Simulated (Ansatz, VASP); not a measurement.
**Two plane-wave programs on C**

File INCAR:

```
ALGO = Normal
EDIFF = 1E-7
ENCUT = 520
GGA = PE
ISIF = 2
ISMEAR = 0
LASPH = T
LCHARG = T
LELF = T
LREAL = F
LVHAR = T
LWAVE = F
NBANDS = 11
NELM = 80
PREC = Accurate
SIGMA = 0.05
```

Contents of KPOINTS:

```
k-points
0
Gamma
  12 12 12
```

The input POSCAR:

```
C
1.0
    0.0000000000      1.8502775000      1.8502775000
    1.7834000000      0.0668775000      1.7834000000
    1.7834000000      1.7834000000      0.0668775000
C
2
Direct
    0.5000000000      0.5000000000      0.5000000000
    0.7500000000      0.7500000000      0.7500000000
```

Input for Ansatz:

```yaml
crystal:
  lattice:
    - [0.0, 1.8502775, 1.8502775]
    - [1.7834, 0.0668775, 1.7834]
    - [1.7834, 1.7834, 0.0668775]
  atoms:
    - { symbol: C, position: [0.5, 0.5, 0.5] }
    - { symbol: C, position: [0.75, 0.75, 0.75] }
basis:
  ecutwfc: 420
kpoints:
  mp_grid: { grid: [12, 12, 12] }
hamiltonian:
  xc: pbe
scf:
  occupations: { method: gaussian, width: 0.05 }
output:
  forces: true
  stress: true
  eigenvalues: true
```

Change from the starting cell: strain +0.0750 x Voigt [0, 0, 0, 1, 0, 0], atoms carried along.

Alike in both runs: task single point; functional PBE; k mesh 12 × 12 × 12; occupations gaussian, width 0.05 eV; no spin polarisation.

```csv
,VASP,Ansatz
version,VASP 6.6.1,Ansatz 0.2.0
potentials or method,"VASP PAW PBE potentials, release 64 (C)","scalar-relativistic, plane waves, PAW"
plane-wave cutoff (eV),520,420
valence electrons in the cell,8,8
```

Ansatz gave:

```
gap on the k mesh at the Fermi level (eV)       : 3.33
least direct gap on the mesh (eV)               : 4.44
pressure (GPa)                                  : 4.8
largest component of the traceless stress (GPa) : 42.68
rms of the force components (eV/Å)              : 0.131
```

Estimate VASP's values.

gap on the k mesh at the Fermi level (eV): 3.32; least direct gap on the mesh (eV): 4.43; pressure (GPa): 5.5; largest component of the traceless stress (GPa): 42.96; rms of the force components (eV/Å): 0.143.

Atom by atom the forces differ by 0.012 eV/Å (rms over components).
